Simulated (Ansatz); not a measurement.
## Two Ansatz runs on C

The cell is built from the bcc type as a first guess.

First run: DFT, PBE, PAW with Ansatz's default frozen-core files, scalar-relativistic (Ansatz 0.2.0).

```yaml
crystal:
  lattice:
    - [-1.40625, 1.40625, 1.40625]
    - [1.40625, -1.40625, 1.40625]
    - [1.40625, 1.40625, -1.40625]
  atoms:
    - { symbol: C, position: [0.0, 0.0, 0.0] }
kpoints:
  mp_grid: { grid: [16, 16, 16] }
scf:
  occupations: { method: fermi_dirac, width: 0.03 }
hamiltonian:
  xc: pbe
  pseudopotentials: { kind: paw }
output:
  forces: true
  stress: true
relax:
  f_tol: 0.005
  max_steps: 80
  cell: {}
```

Result: converged; relaxed volume 6.640 Å³/atom; 38 SCF iterations in all.

The input is then changed:

```diff
@@ -13,4 +13,5 @@
   xc: pbe
   pseudopotentials: { kind: paw }
+  dispersion: d4
 output:
   forces: true
@@ -20,3 +21,5 @@
   max_steps: 80
   cell: {}
+basis:
+  xc_grid: 3
```

Question: Predict the outcome of the changed run.

Answer: It converged; relaxed volume 6.697 Å³/atom; 55 SCF iterations in all.
